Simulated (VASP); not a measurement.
# CoO (Fm-3m) in VASP: further runs

Runs on CoO. Level: PBE+U. Tasks: relaxation of cell and atoms, band structure.

All numbers are computed with VASP 6.6.1; they aren't measurements. Logs are shortened: lines on timing, memory, paths and dates and some standing lists are left out, and cuts for length are marked.

## (1) The crystal as given

The structure is cubic, space group Fm-3m (No. 225). The conventional cell has a = 4.263 Å, b = 4.263 Å, c = 4.263 Å, α = 90.00°, β = 90.00°, γ = 90.00°. Around Co (site symmetry m-3m) lie 6 O at 2.13 Å. O (site symmetry m-3m) has 6 Co at 2.13 Å as nearest neighbours.

## (2) Relaxation of cell and atoms, PBE+U, collinear spin, ferromagnetic start

INCAR

```
SYSTEM = CoO
PREC = Accurate ; ENCUT = 520
EDIFF = 1E-7 ; ISMEAR = 0
SIGMA = 0.02 ; LREAL = .FALSE.
LASPH = .TRUE. ; NELM = 150
ALGO = Normal ; ISIF = 3
LWAVE = .FALSE. ; LCHARG = .FALSE.
ISPIN = 2 ; MAGMOM = 3 0
LORBIT = 11 ; LMAXMIX = 4
LDAU = .TRUE. ; LDAUTYPE = 2
LDAUL = 2 -1 ; LDAUU = 3.3 0
LDAUJ = 0 0 ; LDAUPRINT = 1
GGA = PE ; IBRION = 2
NSW = 80 ; EDIFFG = -0.002
```

KPOINTS

```
Automatic mesh
0
G
  12 12 12
  0 0 0
```

POSCAR

```
CoO
1.0
    0.0000000000      2.1315000000      2.1315000000
    2.1315000000      0.0000000000      2.1315000000
    2.1315000000      2.1315000000      0.0000000000
Co O
1 1
Direct
    0.0000000000      0.0000000000      0.0000000000
    0.5000000000      0.5000000000      0.5000000000
```

Potentials or basis: VASP PAW PBE potentials, release 64 (Co, O).

Command:

```bash
$ cat potpaw_PBE.64/Co/POTCAR potpaw_PBE.64/O/POTCAR > POTCAR
$ mpirun -np 1 vasp_std > vasp.out
```

OUTCAR:

```text
SYSTEM = CoO
   PREC = Accurate
   ENCUT = 520
   EDIFF = 1E-7
   ISMEAR = 0
   LREAL = .FALSE.
   LASPH = .TRUE.
   NELM = 150
   ISIF = 3
   ISPIN = 2
   LORBIT = 11
   GGA = PE
   IBRION = 2
   NSW = 80
   EDIFFG = -0.002

 ion  position               nearest neighbor table
   1  0.000  0.000  0.000-   2 2.13   2 2.13   2 2.13   2 2.13   2 2.13   2 2.13
   2  0.500  0.500  0.500-   1 2.13   1 2.13   1 2.13   1 2.13   1 2.13   1 2.13

  LATTYP: Found a face centered cubic cell.
 ALAT       =     4.2630000000

  Lattice vectors:

 A1 = (   0.0000000000,   2.1315000000,   2.1315000000)
 A2 = (   2.1315000000,   0.0000000000,   2.1315000000)
 A3 = (   2.1315000000,   2.1315000000,   0.0000000000)

Analysis of symmetry for initial positions (statically):
=====================================================================
 Subroutine PRICEL returns:
 Original cell was already a primitive cell.

 Routine SETGRP: Setting up the symmetry group for a
 face centered cubic supercell.

 Subroutine GETGRP returns: Found 48 space group operations
 (whereof 48 operations were pure point group operations)
 out of a pool of 48 trial point group operations.

The static configuration has the point symmetry O_h .

Analysis of symmetry for dynamics (positions and initial velocities):
=====================================================================
 Subroutine PRICEL returns:
 Original cell was already a primitive cell.

 Routine SETGRP: Setting up the symmetry group for a
 face centered cubic supercell.

 Subroutine GETGRP returns: Found 48 space group operations
 (whereof 48 operations were pure point group operations)
 out of a pool of 48 trial point group operations.

The dynamic configuration has the point symmetry O_h .

Analysis of structural, dynamic, and magnetic symmetry:
=====================================================================
 Subroutine PRICEL returns:
 Original cell was already a primitive cell.

 Routine SETGRP: Setting up the symmetry group for a
 face centered cubic supercell.

[... 165 lines left out ...]
  -------------------------------------------------------------------------------------
  Total       -0.2669712     -0.2669712     -0.2669712      0.0000000      0.0000000      0.0000000
  in kB      -22.0845756    -22.0845756    -22.0845756      0.0000000      0.0000000      0.0000000
  external PRESSURE =     -22.0845756 kB  Pullay stress =       0.0000000 kB
[... 53 lines left out ...]
  FREE ENERGIE OF THE ION-ELECTRON SYSTEM (eV)
  ---------------------------------------------------
  free  energy   TOTEN  =       -11.3003807052 eV

  energy  without entropy=      -11.2993983636  energy(sigma->0) =      -11.29988953

atom =   1  type =  1  l = 2

 onsite density matrix

spin component  1

  0.9683  0.0000 -0.0000 -0.0000  0.0000
  0.0000  0.9683  0.0000 -0.0000  0.0000
 -0.0000  0.0000  1.0131  0.0000  0.0000
 -0.0000 -0.0000  0.0000  0.9683 -0.0000
  0.0000  0.0000  0.0000 -0.0000  1.0131

spin component  2

  0.6537 -0.0000 -0.0000  0.0000  0.0000
 -0.0000  0.6537 -0.0000  0.0000  0.0000
 -0.0000 -0.0000  0.1395  0.0000  0.0000
  0.0000  0.0000  0.0000  0.6537  0.0000
  0.0000  0.0000  0.0000  0.0000  0.1395

 occupancies and eigenvectors

  o =  0.1395  v =  0.0000  0.0000  0.0000  0.0000  0.0000  0.0000 -0.0000 -1.0000 -0.0000  0.0020      0.0000  0.0000  0.0000  0.0000  0.0000  0.0000  0.0000  0.0000  0.0000  0.0000
  o =  0.1395  v =  0.0000  0.0000  0.0000  0.0000  0.0000  0.0000  0.0000 -0.0020  0.0000 -1.0000      0.0000  0.0000  0.0000  0.0000  0.0000  0.0000  0.0000  0.0000  0.0000  0.0000
  o =  0.6537  v =  0.0000  0.0000  0.0000  0.0000  0.0000  0.0000 -0.9435  0.0000  0.3314 -0.0000      0.0000  0.0000  0.0000  0.0000  0.0000  0.0000  0.0000  0.0000  0.0000  0.0000
  o =  0.6537  v =  0.0000  0.0000  0.0000  0.0000  0.0000  0.0000  0.3314 -0.0000  0.9435  0.0000      0.0000  0.0000  0.0000  0.0000  0.0000  0.0000  0.0000  0.0000  0.0000  0.0000
  o =  0.6537  v =  0.0000  0.0000  0.0000  0.0000  0.0000  1.0000  0.0000  0.0000  0.0000  0.0000      0.0000  0.0000  0.0000  0.0000  0.0000  0.0000  0.0000  0.0000  0.0000  0.0000
  o =  0.9683  v =  1.0000  0.0000  0.0000  0.0000  0.0000  0.0000  0.0000  0.0000  0.0000  0.0000      0.0000  0.0000  0.0000  0.0000  0.0000  0.0000  0.0000  0.0000  0.0000  0.0000
  o =  0.9683  v =  0.0000 -0.9874  0.0000 -0.1582 -0.0000  0.0000  0.0000  0.0000  0.0000  0.0000      0.0000  0.0000  0.0000  0.0000  0.0000  0.0000  0.0000  0.0000  0.0000  0.0000
  o =  0.9683  v =  0.0000 -0.1582  0.0000  0.9874 -0.0000  0.0000  0.0000  0.0000  0.0000  0.0000      0.0000  0.0000  0.0000  0.0000  0.0000  0.0000  0.0000  0.0000  0.0000  0.0000
  o =  1.0131  v =  0.0000  0.0000  0.0493  0.0000 -0.9988  0.0000  0.0000  0.0000  0.0000  0.0000      0.0000  0.0000  0.0000  0.0000  0.0000  0.0000  0.0000  0.0000  0.0000  0.0000
  o =  1.0131  v =  0.0000 -0.0000 -0.9988  0.0000 -0.0493  0.0000  0.0000  0.0000  0.0000  0.0000      0.0000  0.0000  0.0000  0.0000  0.0000  0.0000  0.0000  0.0000  0.0000  0.0000

--------------------------------------- Ionic step        3  -------------------------------------------

 number of electron      15.0000005 magnetization       3.0000000

 Free energy of the ion-electron system (eV)
  ---------------------------------------------------
  ext. energy  EPLUGINS =         0.00000000
  ---------------------------------------------------
  free energy    TOTEN  =       -11.30096124 eV

  energy without entropy =      -11.29998185  energy(sigma->0) =      -11.30047154

 E-fermi :   7.5222     XC(G=0): -12.4454

 val. band max:        7.5184190446   @ k =  -0.2500   0.2500   0.0833
 cond. band min:       7.5253058961   @ k =   0.4167   0.1667   0.0833
 fundamental gap:      0.0068868516
 Fermi energy:         7.5221942736

 spin component 1

 k-point     1 :       0.0000    0.0000    0.0000
  band No.  band energies     occupation
      1     -12.0717      1.00000
      2       2.8975      1.00000
      3       2.8976      1.00000
      4       3.3411      1.00000
      5       3.3411      1.00000
      6       3.3411      1.00000
      7       5.0776      1.00000
      8       5.0776      1.00000
      9       5.0776      1.00000
     10       9.1585      0.00000
     11      24.9906      0.00000
     12      25.3273      0.00000
[... 786 lines left out ...]
  FREE ENERGIE OF THE ION-ELECTRON SYSTEM (eV)
  ---------------------------------------------------
  free  energy   TOTEN  =       -11.3009612421 eV

  energy  without entropy=      -11.2999818460  energy(sigma->0) =      -11.30047154

 reached required accuracy - stopping structural energy minimisation

 total charge

# of ion       s       p       d       tot
------------------------------------------
    1        0.300   0.369   7.146   7.815
    2        1.552   3.452   0.000   5.004
--------------------------------------------------
tot          1.852   3.821   7.146  12.819

 magnetization (x)

# of ion       s       p       d       tot
------------------------------------------
    1        0.021   0.018   2.690   2.729
    2        0.024   0.236   0.000   0.259
--------------------------------------------------
tot          0.045   0.254   2.690   2.988
```

Wall time 67 s (1 thread of Intel Xeon Platinum 8488C (Sapphire Rapids), shared host); peak memory 0.17 GiB.

What came out:

| Item | Value |
| --- | --- |
| Free energy | -11.3010 eV |
| Relaxed volume | 9.57 Å³/atom |
| Relaxed cell | a = 3.002 Å, b = 3.002 Å, c = 3.002 Å, α = 60.00°, β = 60.00°, γ = 60.00° |
| Space group after relaxing (to 0.05 Å) | Fm-3m (No. 225) |
| Energy gained by relaxing | 0.8 meV/atom |
| Ionic steps | 3 |
| Pressure after relaxing | 0.0 GPa |
| Band gap on the k mesh | none (metal or under the smearing width) |
| Net moment | 3.00 μB per cell |
| Site moments | Co +2.73; O +0.26 μB |
| Valence electrons inside the program's atomic spheres | Co 7.82; O 5.00 |

Step by step:
```csv
step,energy change (eV),largest force (eV/Å),pressure (GPa),volume (Å³)
1,0.0000,0.0000,-2.21,19.37
2,-0.0010,0.0000,1.37,19.00
3,-0.0016,0.0000,0.00,19.13
```

Final structure:
```
Co O
1.0
     0.00000    2.12291    2.12291
     2.12291    0.00000    2.12291
     2.12291    2.12291    0.00000
Co O
1 1
Direct
  0.00000 0.00000 0.00000
  0.50000 0.50000 0.50000
```

Eigenvalues of the final occupation matrices:
| site | spin | trace | eigenvalues |
| --- | --- | --- | --- |
| site 1 d | 1 | 4.93 | 0.97 0.97 0.97 1.01 1.01 |
| site 1 d | 2 | 2.24 | 0.14 0.14 0.65 0.65 0.65 |

Caveat: a cell with one magnetic atom can't hold antiferromagnetic order, which such compounds often take. The state reached can hang on the start; a lower one may exist.

## (3) Relaxation of cell and atoms, PBE+U, collinear spin, ferromagnetic start

This run uses another cell than the first one, of 9.57 Å³/atom, 0.988 times its volume.

INCAR is that of step 2.

KPOINTS is that of step 2.

POSCAR

```
CoO                                     
1.0
   -0.0000000000      2.1229092923      2.1229092923
    2.1229092923      0.0000000000      2.1229092923
    2.1229092923      2.1229092923     -0.0000000000
  Co              O             
     1     1
Direct
     0.0000000000000000    0.0000000000000000    0.0000000000000000
     0.5000000000000000    0.5000000000000000    0.5000000000000000
```

Potentials or basis: VASP PAW PBE potentials, release 64 (Co, O).

Command:

```bash
$ cat potpaw_PBE.64/Co/POTCAR potpaw_PBE.64/O/POTCAR > POTCAR
$ mpirun -np 1 vasp_std > vasp.out
```

OUTCAR:

```text
SYSTEM = CoO
   PREC = Accurate
   ENCUT = 520
   EDIFF = 1E-7
   ISMEAR = 0
   LREAL = .FALSE.
   LASPH = .TRUE.
   NELM = 150
   ISIF = 3
   ISPIN = 2
   LORBIT = 11
   GGA = PE
   IBRION = 2
   NSW = 80
   EDIFFG = -0.002

 ion  position               nearest neighbor table
   1  0.000  0.000  0.000-   2 2.12   2 2.12   2 2.12   2 2.12   2 2.12   2 2.12
   2  0.500  0.500  0.500-   1 2.12   1 2.12   1 2.12   1 2.12   1 2.12   1 2.12

  LATTYP: Found a face centered cubic cell.
 ALAT       =     4.2458185846

  Lattice vectors:

 A1 = (   0.0000000000,   2.1229092923,   2.1229092923)
 A2 = (   2.1229092923,   0.0000000000,   2.1229092923)
 A3 = (   2.1229092923,   2.1229092923,   0.0000000000)
[... 1024 lines left out ...]
  energy-cutoff  :      520.00
  volume of cell :       19.13
      direct lattice vectors                 reciprocal lattice vectors
     0.000000000  2.122909292  2.122909292    -0.235525843  0.235525843  0.235525843
     2.122909292  0.000000000  2.122909292     0.235525843 -0.235525843  0.235525843
     2.122909292  2.122909292  0.000000000     0.235525843  0.235525843 -0.235525843

 POSITION                                       TOTAL-FORCE (eV/Angst)
 -----------------------------------------------------------------------------------
      0.00000      0.00000      0.00000        -0.000000     -0.000000     -0.000000
      2.12291      2.12291      2.12291         0.000000      0.000000      0.000000
 -----------------------------------------------------------------------------------
    total drift:                                0.000000     -0.000000     -0.000000

  FREE ENERGIE OF THE ION-ELECTRON SYSTEM (eV)
  ---------------------------------------------------
  free  energy   TOTEN  =       -11.3006503279 eV

  energy  without entropy=      -11.2996711442  energy(sigma->0) =      -11.30016074

 reached required accuracy - stopping structural energy minimisation

 total charge

# of ion       s       p       d       tot
------------------------------------------
    1        0.300   0.369   7.146   7.815
    2        1.552   3.452   0.000   5.005
--------------------------------------------------
tot          1.852   3.821   7.146  12.820

 magnetization (x)

# of ion       s       p       d       tot
------------------------------------------
    1        0.021   0.018   2.690   2.729
    2        0.024   0.236   0.000   0.259
--------------------------------------------------
tot          0.045   0.254   2.690   2.988
```

OSZICAR:

```text
N       E                     dE             d eps       ncg     rms          rms(c)
DAV:   1     0.851840836979E+02    0.85184E+02   -0.75959E+03  3840   0.141E+03
DAV:   2    -0.773704242841E+01   -0.92921E+02   -0.81256E+02  4079   0.267E+02
DAV:   3    -0.133285082864E+02   -0.55915E+01   -0.54992E+01  4189   0.781E+01
DAV:   4    -0.133962602537E+02   -0.67752E-01   -0.67716E-01  4277   0.831E+00
DAV:   5    -0.133980682286E+02   -0.18080E-02   -0.18079E-02  4181   0.137E+00    0.156E+01
DAV:   6    -0.119105778163E+02    0.14875E+01   -0.22356E+01  4487   0.884E+01    0.181E+01
DAV:   7    -0.112596832159E+02    0.65089E+00   -0.60224E+00  4169   0.587E+01    0.839E+00
DAV:   8    -0.112984482697E+02   -0.38765E-01   -0.41410E-01  4735   0.136E+01    0.467E+00
DAV:   9    -0.113190451802E+02   -0.20597E-01   -0.35260E-01  5438   0.122E+01    0.193E+00
DAV:  10    -0.113010622748E+02    0.17983E-01   -0.88261E-02  5468   0.703E+00    0.292E-01
DAV:  11    -0.113007167372E+02    0.34554E-03   -0.17084E-02  5100   0.217E+00    0.143E-01
DAV:  12    -0.113006915371E+02    0.25200E-04   -0.10087E-03  4190   0.467E-01    0.849E-02
DAV:  13    -0.113006366333E+02    0.54904E-04   -0.34043E-04  5364   0.331E-01    0.341E-02
DAV:  14    -0.113006490257E+02   -0.12392E-04   -0.46805E-05  4458   0.118E-01    0.249E-02
DAV:  15    -0.113006499749E+02   -0.94920E-06   -0.33661E-06  4433   0.358E-02    0.176E-02
DAV:  16    -0.113006501998E+02   -0.22490E-06   -0.75186E-06  4889   0.627E-02    0.335E-03
DAV:  17    -0.113006503148E+02   -0.11497E-06   -0.12831E-06  3954   0.125E-02    0.186E-03
DAV:  18    -0.113006503279E+02   -0.13084E-07   -0.40523E-08  1922   0.396E-03
   1 F= -.11300650E+02 E0= -.11300161E+02  d E =-.113007E+02  mag=     3.0000
```

CONTCAR:

```text
CoO
   1.00000000000000
     0.0000000000000000    2.1229092923000001    2.1229092923000001
     2.1229092923000001    0.0000000000000000    2.1229092923000001
     2.1229092923000001    2.1229092923000001    0.0000000000000000
  Co              O
     1     1
Direct
     0.0000000000000000    0.0000000000000000    0.0000000000000000
     0.5000000000000000    0.5000000000000000    0.5000000000000000

  0.00000000E+00  0.00000000E+00  0.00000000E+00
  0.00000000E+00  0.00000000E+00  0.00000000E+00
```

Run time: 31 s. Hardware: 1 thread of Intel Xeon Platinum 8488C (Sapphire Rapids), shared host; peak memory 0.16 GiB.

Results:

```
Free energy                                           : -11.3007 eV
Pressure after relaxing                               : 0.0 GPa
Band gap on the k mesh                                : none (metal or under the smearing width)
Net moment                                            : 3.00 μB per cell
Site moments                                          : Co +2.73; O +0.26 μB
Valence electrons inside the program's atomic spheres : Co 7.82; O 5.00
```

Final structure:
```
Co O
1.0
     0.00000    2.12291    2.12291
     2.12291    0.00000    2.12291
     2.12291    2.12291    0.00000
Co O
1 1
Cartesian
  0.0000 0.0000 0.0000
  2.1229 2.1229 2.1229
```

Levels at points of the mesh, in eV from the Fermi level:
Spin up:
| k point | band 6 | band 7 | band 8 | band 9 | band 10 | band 11 | band 12 | band 13 |
| --- | --- | --- | --- | --- | --- | --- | --- | --- |
| (0.00, 0.00, 0.00) | -4.18 | -2.44 | -2.44 | -2.44 | 1.64 | 17.47 | 17.81 | 17.81 |
| (0.50, 0.00, 0.00) | -3.54 | -2.63 | -0.14 | -0.14 | 5.66 | 9.99 | 14.02 | 14.02 |
| (0.50, 0.50, 0.00) | -3.69 | -3.69 | -3.25 | -3.25 | 6.41 | 10.54 | 11.45 | 16.44 |
Spin down:
| k point | band 4 | band 5 | band 6 | band 7 | band 8 | band 9 |
| --- | --- | --- | --- | --- | --- | --- |
| (0.00, 0.00, 0.00) | -1.95 | -1.15 | -1.15 | -1.15 | 1.73 | 1.73 |
| (0.50, 0.00, 0.00) | -3.80 | -0.11 | -0.11 | 0.21 | 4.16 | 4.16 |
| (0.50, 0.50, 0.00) | -3.23 | -2.23 | 0.05 | 0.05 | 2.23 | 2.65 |

Eigenvalues of the final occupation matrices:
```csv
site,spin,trace,eigenvalues
site 1 d,1,4.93,0.97 0.97 0.97 1.01 1.01
site 1 d,2,2.24,0.14 0.14 0.65 0.65 0.65
```

Caveat: the relaxation stopped at its first step, so nothing moved; a cell with one magnetic atom can't hold antiferromagnetic order, which such compounds often take.

[end of part 1 of 2]
